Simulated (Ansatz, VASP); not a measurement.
## MgO in VASP and in Ansatz

```
Mg O
1.0
     0.00000    1.94675    1.94675
     1.94675    0.00000    1.94675
     1.94675    1.94675    0.00000
Mg O
1 1
Direct
  0.00000 0.00000 0.00000
  0.25000 0.25000 0.25000
```

Change from the starting cell: volume scaled by 0.64, PAW files.

Alike in both runs: task single point; functional LDA; k mesh 16 × 16 × 16; occupations fermi-dirac, width 0.05 eV; no spin polarisation.

```csv
,VASP,Ansatz
version,VASP 6.6.1,Ansatz 0.2.0
potentials or method,"VASP PAW LDA potentials, release 64 (Mg, O)","PAW with Ansatz's default frozen-core files, scalar-relativistic"
plane-wave cutoff (eV),520,420
valence electrons in the cell,8,16
```

|  | VASP | Ansatz | Ansatz less VASP |
| --- | --- | --- | --- |
| gap on the k mesh at the Fermi level (eV) | 6.95 | 6.92 | -0.025 |
| pressure (GPa) | 148.3 | 142.4 | -5.90 |

The two sets of potentials don't hold the same shells in valence.

Caveats: the cell as given lies far from equilibrium; so large a pressure means that the cell lies far from this level's equilibrium, or that cutoff or potentials fall short (VASP). A k mesh can miss the band edges.
